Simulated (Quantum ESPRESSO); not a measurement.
A run of Quantum ESPRESSO 7.5 is set up as follows.

pw.in

```
&CONTROL
  calculation = 'scf'
  prefix = 'pwscf'
  outdir = './tmp'
  pseudo_dir = './pseudo'
  tprnfor = .true.
  tstress = .true.
  disk_io = 'low'
/
&SYSTEM
  ibrav = 0
  nat = 1
  ntyp = 1
  ecutwfc = 70
  nbnd = 15
  input_dft = 'pbesol'
  occupations = 'smearing'
  smearing = 'fd'
  degauss = 0.00367493
/
&ELECTRONS
  conv_thr = 2d-10
  electron_maxstep = 120
  mixing_beta = 0.5
/
ATOMIC_SPECIES
Rh   102.9055 Rh_ONCV_PBE-1.2.upf
CELL_PARAMETERS angstrom
   0.0000000000    1.8978500000    1.8978500000
   1.8978500000    0.0000000000    1.8978500000
   1.8978500000    1.8978500000    0.0000000000
ATOMIC_POSITIONS angstrom
Rh     0.0000000000    0.0000000000    0.0000000000
K_POINTS automatic
12 12 12 0 0 0
```

Contents of bands.in:

```
&CONTROL
  calculation = 'bands'
  prefix = 'pwscf'
  outdir = './tmp'
  pseudo_dir = './pseudo'
  disk_io = 'low'
  verbosity = 'high'
/
&SYSTEM
  ibrav = 0
  nat = 1
  ntyp = 1
  ecutwfc = 70
  nbnd = 15
  input_dft = 'pbesol'
  occupations = 'smearing'
  smearing = 'fd'
  degauss = 0.00367493
/
&ELECTRONS
  conv_thr = 1d-08
  electron_maxstep = 120
  mixing_beta = 0.5
  diago_full_acc = .true.
  startingwfc = 'random'
/
ATOMIC_SPECIES
Rh   102.9055 Rh_ONCV_PBE-1.2.upf
CELL_PARAMETERS angstrom
   0.0000000000    1.8978500000    1.8978500000
   1.8978500000    0.0000000000    1.8978500000
   1.8978500000    1.8978500000    0.0000000000
ATOMIC_POSITIONS angstrom
Rh     0.0000000000    0.0000000000    0.0000000000
K_POINTS crystal
60
 0.0000000000  0.0000000000  0.0000000000 1
 0.0625000000  0.0000000000  0.0625000000 1
 0.1250000000  0.0000000000  0.1250000000 1
 0.1875000000  0.0000000000  0.1875000000 1
 0.2500000000  0.0000000000  0.2500000000 1
 0.3125000000  0.0000000000  0.3125000000 1
 0.3750000000  0.0000000000  0.3750000000 1
 0.4375000000  0.0000000000  0.4375000000 1
 0.5000000000  0.0000000000  0.5000000000 1
 0.5000000000  0.0625000000  0.5625000000 1
 0.5000000000  0.1250000000  0.6250000000 1
 0.5000000000  0.1875000000  0.6875000000 1
 0.5000000000  0.2500000000  0.7500000000 1
 0.4375000000  0.3125000000  0.7500000000 1
 0.3750000000  0.3750000000  0.7500000000 1
 0.3375000000  0.3375000000  0.6750000000 1
 0.3000000000  0.3000000000  0.6000000000 1
 0.2625000000  0.2625000000  0.5250000000 1
 0.2250000000  0.2250000000  0.4500000000 1
 0.1875000000  0.1875000000  0.3750000000 1
 0.1500000000  0.1500000000  0.3000000000 1
 0.1125000000  0.1125000000  0.2250000000 1
 0.0750000000  0.0750000000  0.1500000000 1
 0.0375000000  0.0375000000  0.0750000000 1
 0.0000000000  0.0000000000  0.0000000000 1
 0.0625000000  0.0625000000  0.0625000000 1
 0.1250000000  0.1250000000  0.1250000000 1
 0.1875000000  0.1875000000  0.1875000000 1
 0.2500000000  0.2500000000  0.2500000000 1
 0.3125000000  0.3125000000  0.3125000000 1
 0.3750000000  0.3750000000  0.3750000000 1
 0.4375000000  0.4375000000  0.4375000000 1
 0.5000000000  0.5000000000  0.5000000000 1
 0.5250000000  0.4500000000  0.5250000000 1
 0.5500000000  0.4000000000  0.5500000000 1
 0.5750000000  0.3500000000  0.5750000000 1
 0.6000000000  0.3000000000  0.6000000000 1
 0.6250000000  0.2500000000  0.6250000000 1
 0.5833333333  0.2500000000  0.6666666667 1
 0.5416666667  0.2500000000  0.7083333333 1
 0.5000000000  0.2500000000  0.7500000000 1
 0.5000000000  0.2857142857  0.7142857143 1
 0.5000000000  0.3214285714  0.6785714286 1
 0.5000000000  0.3571428571  0.6428571429 1
 0.5000000000  0.3928571429  0.6071428571 1
 0.5000000000  0.4285714286  0.5714285714 1
 0.5000000000  0.4642857143  0.5357142857 1
 0.5000000000  0.5000000000  0.5000000000 1
 0.4821428571  0.4821428571  0.5357142857 1
 0.4642857143  0.4642857143  0.5714285714 1
 0.4464285714  0.4464285714  0.6071428571 1
 0.4285714286  0.4285714286  0.6428571429 1
 0.4107142857  0.4107142857  0.6785714286 1
 0.3928571429  0.3928571429  0.7142857143 1
 0.3750000000  0.3750000000  0.7500000000 1
 0.6250000000  0.2500000000  0.6250000000 1
 0.5937500000  0.1875000000  0.5937500000 1
 0.5625000000  0.1250000000  0.5625000000 1
 0.5312500000  0.0625000000  0.5312500000 1
 0.5000000000  0.0000000000  0.5000000000 1
```

Potentials or basis: SG15 PBE 1.2.

Run with:

```bash
$ OMP_NUM_THREADS=1 pw.x -in pw.in > pw.out
$ OMP_NUM_THREADS=1 pw.x -in bands.in > bands.out
```

Q: What does it give for the pressure?

A: -4.2 GPa.

Q: Estimate the band gap on the k mesh.

A: None (metal or under the smearing width).

Levels at the corners of the path, in eV from the Fermi level:
| point | band 5 | band 6 | band 7 | band 8 | band 9 | band 10 | band 11 | band 12 |
| --- | --- | --- | --- | --- | --- | --- | --- | --- |
| Γ | -8.15 | -3.16 | -3.16 | -3.16 | -1.02 | -1.02 | 16.25 | 21.72 |
| X | -6.44 | -6.08 | 0.55 | 0.98 | 0.98 | 3.15 | 12.24 | 13.34 |
| W | -5.12 | -3.90 | -3.90 | -1.24 | 0.98 | 9.59 | 9.59 | 11.23 |
| K | -5.63 | -4.87 | -2.14 | -0.71 | 0.35 | 7.82 | 8.57 | 12.03 |
| Γ | -8.15 | -3.16 | -3.16 | -3.16 | -1.02 | -1.02 | 16.25 | 21.72 |
| L | -6.26 | -3.23 | -3.23 | 0.56 | 0.56 | 0.61 | 8.60 | 15.70 |
| U | -5.63 | -4.87 | -2.14 | -0.71 | 0.35 | 7.82 | 8.57 | 12.03 |
| W | -5.12 | -3.90 | -3.90 | -1.24 | 0.98 | 9.59 | 9.59 | 11.23 |
| L | -6.26 | -3.23 | -3.23 | 0.56 | 0.56 | 0.61 | 8.60 | 15.70 |
| K | -5.63 | -4.87 | -2.14 | -0.71 | 0.35 | 7.82 | 8.57 | 12.03 |
| U | -5.63 | -4.87 | -2.14 | -0.71 | 0.35 | 7.82 | 8.57 | 12.03 |
| X | -6.44 | -6.08 | 0.55 | 0.98 | 0.98 | 3.15 | 12.24 | 13.34 |

Caveat: the potentials were made for another functional, which shifts forces and pressure.
